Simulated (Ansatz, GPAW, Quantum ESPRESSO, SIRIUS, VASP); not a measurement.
Equation of state of RuAl under PBEsol

```cif
data_structure
_symmetry_space_group_name_H-M 'P 1'
_symmetry_Int_Tables_number 1
_cell_length_a 2.9916
_cell_length_b 2.9916
_cell_length_c 2.9916
_cell_angle_alpha 90.000
_cell_angle_beta 90.000
_cell_angle_gamma 90.000
_cell_volume 26.77
loop_
_atom_site_label
_atom_site_type_symbol
_atom_site_fract_x
_atom_site_fract_y
_atom_site_fract_z
_atom_site_occupancy
Ru1 Ru 0.50000 0.50000 0.50000 1
Al1 Al 0.00000 0.00000 0.00000 1
```

The cell was scaled at fixed shape and fractions and run with Quantum ESPRESSO, GBRV 1.5 PBEsol, cutoff 612 eV; PBEsol, k mesh 9 × 9 × 9 on the cell of 2 atoms, fermi-dirac occupations of 0.05 eV, no spin polarisation, no spin-orbit coupling. Energies are those that the program minimises, any entropy of the smearing included. For a metal such a mesh isn't converged to the digits shown.

| V (Å³/atom) | energy over the lowest row (meV/atom) |
| --- | --- |
| 12.5837 | 19.57 |
| 12.8514 | 5.52 |
| 13.1192 | 0.00 |
| 13.3869 | ? |
| 13.6547 | 11.13 |
| 13.9224 | 26.28 |
| 14.1901 | 46.92 |

Fit the third-order Birch-Murnaghan form, give V0, B0 and B′, and predict the energy left open.

With y = (V0/V)^(2/3), E = E0 + (9 V0 B0/16) [(y - 1)³ B′ + (y - 1)² (6 - 4y)]. Least squares through the rows shown give V0 = 13.1740 Å³/atom, E0 = -0.16 meV, B0 = 220.1 GPa (1 eV/Å³ = 160.218 GPa) and B′ = 4.40, with a largest miss of 0.01 meV. At V = 13.3869 the form with these constants gives 2.14 meV; the run gave 2.14 meV an atom. Other set-ups at this level, from all their volumes (Å³/atom, GPa): GPAW, PAW data sets generated for this functional: V0 13.236, B0 218.3; Ansatz, all-electron LAPW, scalar-relativistic: V0 13.175, B0 219.4; SIRIUS, PseudoDojo 0.4.1 PBEsol standard (scalar relativistic): V0 13.187, B0 220.2; VASP, PBE PAW files Al, Ru_pv, 520 eV (made for PBE): V0 13.188, B0 220.4.
